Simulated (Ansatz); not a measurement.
The cell is COD entry 9011666, as deposited and not checked against the literature; nothing was relaxed. The listed cell was then made from it by scaling, straining or moving an atom.

AgCl: DFT, PBE, all-electron LAPW, scalar-relativistic (Ansatz 0.2.0). What sets it apart from a plain run of this crystal: x and y strained by -1 %, z held.

```yaml
crystal:
  lattice:
    - [0.0, 2.7454185, 2.77315]
    - [2.7454185, 0.0, 2.77315]
    - [2.7454185, 2.7454185, 0.0]
  atoms:
    - { symbol: Ag, position: [0.5, 0.5, 0.5] }
    - { symbol: Cl, position: [0.0, 0.0, 0.0] }
kpoints:
  mp_grid: { grid: [8, 8, 8] }
scf:
  occupations: { method: fermi_dirac, width: 0.02 }
hamiltonian:
  xc: pbe
  pseudopotentials: { kind: all_electron, lapw: { basis_error: 0.0005 } }
output:
  forces: true
  stress: true
  eigenvalues: true
```

Output (standing set-up lines are left out):

```
LAPW: plane waves up to 7.803 Å⁻¹, error target 5.0e-4 eV per atom; small_component_spin mean_spin; Cl in spheres of 1.232 Å, 15 of its electrons in bands, Dirac shells []; Ag in spheres of 1.514 Å, 19 of its electrons in bands, Dirac shells []
Crystal: 2 atoms, lattice volume = 41.804 Å³
Basis set: ecut = 231.97912485593355 eV, 331 PW (Γ), exchange–correlation at level 2
Symmetry: 16 space group operations
Space group: I4/mmm (ITA 139), of the structure as read, at distance tolerance 3.5e-5 Å
k-points: 59 of 512
iter 1 solved again at ethr=1.12e-3 eV; its pass at ethr=1.00e-1 eV (dr2=3.82e-1 eV) is discarded
SCF iter   1: F=—  HF=-157215.344376 eV  |F-HF|=—  |Δ(HF+E_count)|=         —  Δρ=2.15e-2  dr2=3.83e-1  ethr=1.12e-3  ⟨swp⟩=2.1  Hψ=8230  notcnv=0
preconditioner: auto → none  [insulator: Δε(μ)=0.758 eV  Ē_g=10.875 eV  σ=0.020 eV  W_gap=1.00  n_scr=14 (ndim 8)  ℏωp=24.4 eV  f_vac=0.042  D(μ)=0.00/eV (n_scr^D=0)  ε∞_Penn≈6.0]
iter 2 solved again at ethr=1.17e-5 eV; its pass at ethr=1.12e-3 eV (dr2=3.99e-3 eV) is discarded
SCF iter   2: F=—  HF=-157215.192595 eV  |F-HF|=—  |Δ(HF+E_count)|=   1.52e-1  Δρ=4.00e-3  dr2=3.99e-3  ethr=1.17e-5  ⟨swp⟩=2.0  Hψ=6622  notcnv=0
SCF iter   3: F=—  HF=-157215.163906 eV  |F-HF|=—  |Δ(HF+E_count)|=   2.87e-2  Δρ=3.09e-3  dr2=6.27e-3  ethr=1.17e-5  ⟨swp⟩=3.0  Hψ=4255  notcnv=0
SCF iter   4: F=—  HF=-157215.163456 eV  |F-HF|=—  |Δ(HF+E_count)|=         —  Δρ=1.08e-3  dr2=7.25e-4  ethr=1.17e-5  ⟨swp⟩=2.0  Hψ=3825  notcnv=0
the basis was enlarged: its passes take 98.7 KiB over the memory plan, 1 of 1 planned eigensolver slots
SCF iter   5: F=—  HF=-157215.163566 eV  |F-HF|=—  |Δ(HF+E_count)|=   1.11e-4  Δρ=1.86e-4  dr2=1.35e-5  ethr=2.13e-6  ⟨swp⟩=2.0  Hψ=3607  notcnv=0
SCF iter   6: F=—  HF=-157215.163589 eV  |F-HF|=—  |Δ(HF+E_count)|=   2.23e-5  Δρ=2.47e-5  dr2=2.49e-7  ethr=3.97e-8  ⟨swp⟩=3.0  Hψ=3764  notcnv=0
SCF iter   7: F=-157215.163589 eV  HF=-157215.163589 eV  |F-HF|=5.65e-9  |Δ(HF+E_count)|=   5.71e-7  Δρ=2.00e-6  dr2=1.56e-9  ethr=7.31e-10  ⟨swp⟩=3.0  Hψ=3970  notcnv=0
SCF 1 converged in 7 iterations: F = -157215.163589 eV  dr2 = 1.56e-9
SCF converged after 7 iterations
Free energy (F): -157215.163589 eV
Harris-Foulkes:  -157215.163589 eV  (|F-HF|=5.65e-9)
Internal energy: -157215.163589 eV  (E = F + TS)
E sigma→0 (E₀):  -157215.163589 eV
Fermi energy:    9.864732 eV
--- Per-component energies (eV) ---
  E_band       = -1853.834217
  E_kinetic    = 163872.351565
  E_xc         = -4834.837821
  E_electrostatic = -316252.677333  (all electrons and nuclei)
  E_smearing   = -0.000000  (= −TS)
  E_closure    = 0.000000  (closes the sum)
  E_atoms      = -157209.811095  (free atoms, spherical and without spin; not in F)
  Σ components = -157215.163589   (vs F -157215.163589, Δ=0.00e0)
  Basis errors (estimates in eV, not in F): energy 1.9e-4 per atom: plane waves 1.8e-4 (9.7e-5 summed), levels above the bands 3.4e-211, relativity 4.5e-8, radial functions 1.9e-5, core shells 1.3e-7; eigenvalues (radial functions only) 7.4e-6; not estimated: angular momenta, meshes, grids; target (lapw.basis_error) 5.0e-4; muffin-tin radii Cl 1.232 Å, Ag 1.514 Å
--- Forces (eV/Å), atoms counted from 1 ---
  atom   1  Ag     0.00000000    -0.00000000     0.00000000
  atom   2  Cl     0.00000000     0.00000000     0.00000000
  max |Σ_I F_I| component: 4.93e-31 eV/Å
--- Stress (GPa, compression-positive) ---
        2.791242       0.000000       0.000000
        0.000000       2.791242      -0.000000
        0.000000      -0.000000       2.471571
  P = ⅓ Tr σ = 2.6847 GPa (26.847 kbar)
--- Band table (eV; the first three rows and the last of 59) ---
  k-point 0: bands = ["-236.6056", "-175.5243", "-175.5243", "-175.5203", "-80.3933", "-43.9280", "-43.9280", "-43.9275", "-5.9067", "6.8338", "6.8594", "6.8594", "6.8913", "6.8941", "6.9623", "6.9623", "6.9957", "10.2857", "20.0419", "20.0696", "20.0696"]
  k-point 1: bands = ["-236.6056", "-175.5243", "-175.5243", "-175.5203", "-80.3933", "-43.9284", "-43.9281", "-43.9277", "-5.8430", "6.1174", "6.1696", "6.1942", "6.9020", "6.9140", "7.1497", "7.7547", "7.7599", "11.0091", "18.7684", "19.7346", "19.8064"]
  k-point 2: bands = ["-236.6056", "-175.5243", "-175.5243", "-175.5203", "-80.3932", "-43.9295", "-43.9283", "-43.9279", "-5.6827", "5.0629", "5.5762", "5.6055", "7.0373", "7.0427", "7.3071", "8.5292", "8.5586", "12.3384", "17.1526", "18.4344", "18.5477"]
  k-point 58: bands = ["-236.6056", "-175.5243", "-175.5243", "-175.5203", "-80.3931", "-43.9305", "-43.9293", "-43.9293", "-5.4326", "4.9172", "6.2251", "6.2251", "6.5003", "7.0806", "7.3610", "7.3610", "7.4569", "11.7298", "17.3509", "18.0130", "21.0541"]
```
